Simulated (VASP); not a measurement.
A run of VASP 6.6.1 is set up as follows.

Contents of INCAR:

```
PREC = Accurate ; ENCUT = 600
EDIFF = 1E-6 ; ISMEAR = -1
SIGMA = 0.05 ; LREAL = False
LASPH = True ; NELM = 100
ALGO = Fast ; ISIF = 3
LWAVE = False ; LCHARG = False
GGA = PE ; IVDW = 12
IBRION = 2 ; NSW = 40
EDIFFG = -0.01
```

KPOINTS

```
regular mesh
0
Gamma
  7 7 7
```

File POSCAR:

```
ScAl3
1.0
    4.0878065700      0.0000000000      0.0000000000
    0.0000000000      4.0878065700      0.0000000000
    0.0000000000      0.0000000000      4.0878065700
Sc Al
1 3
Direct
    0.0000000000      0.0000000000      0.0000000000
    0.5000000000      0.5000000000      0.0000000000
    0.0000000000      0.5000000000      0.5000000000
    0.5000000000      0.0000000000      0.5000000000
```

Potentials or basis: VASP PAW PBE potentials, release 64 (Sc_sv, Al).

Command:

```bash
$ cat potpaw_PBE.64/Sc_sv/POTCAR potpaw_PBE.64/Al/POTCAR > POTCAR
$ mpirun -np 1 vasp_std > vasp.out
```

Estimate the dispersion energy per atom.

-0.390 eV.

Predict the band gap on the k mesh.

none (metal or under the smearing width).

Predict the relaxed volume.

16.60 Å³/atom.

The path:
| step | energy change (eV) | largest force (eV/Å) | pressure (GPa) | volume (Å³) |
| --- | --- | --- | --- | --- |
| 1 | 0.0000 | 0.0000 | -2.49 | 68.31 |
| 2 | -0.0133 | 0.0000 | 1.08 | 65.72 |
| 3 | -0.0154 | 0.0000 | -0.01 | 66.40 |

Caveat: pairwise dispersion overbinds metals, which lowers pressure and volume.
